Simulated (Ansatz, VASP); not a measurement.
# Two plane-wave programs on Al7N8 (a cell with a defect)

```
Al N
1.0
    -4.40317    0.00000    4.40317
    -4.40317   -4.40317    0.00000
     0.00000   -4.40317    4.40317
Al N
7 8
Direct
  0.00376 0.99624 0.50376
  0.00376 0.50376 0.99624
  0.00376 0.99624 0.99624
  0.49624 0.50376 0.50376
  0.49624 0.99624 0.50376
  0.49624 0.50376 0.99624
  0.50000 0.00000 0.00000
  0.41126 0.36291 0.36291
  0.37503 0.87503 0.37492
  0.37503 0.37492 0.87503
  0.37503 0.87503 0.87503
  0.86291 0.36291 0.36291
  0.86291 0.91126 0.36291
  0.86291 0.36291 0.91126
  0.87492 0.87503 0.87503
```

Alike in both runs: functional PBE; k mesh 4 × 4 × 4; no spin polarisation.

Ansatz relaxed the structure, and its values are those at the end. VASP's run is a single point on that final structure, the one shown.

|  | VASP | Ansatz |
| --- | --- | --- |
| version | VASP 6.6.1 | Ansatz 0.2.0 |
| potentials or method | VASP PAW PBE potentials, release 64 (Al, N) | scalar-relativistic, plane waves, PAW |
| plane-wave cutoff (eV) | 520 | 420 |
| occupations | tetrahedron | tetrahedron-uncorrected |
| valence electrons in the cell | 61 | 61 |

|  | VASP | Ansatz | Ansatz less VASP |
| --- | --- | --- | --- |
| gap on the k mesh at the Fermi level (eV) | none | none | - |
| pressure (GPa) | 2.3 | 2.6 | +0.25 |
| rms of the force components (eV/Å) | 0.004 | 0.003 | -0.0012 |

A gap of «none» marks a metal or a gap that the smearing closes. Ansatz warned: «band_table_not_solved_further».
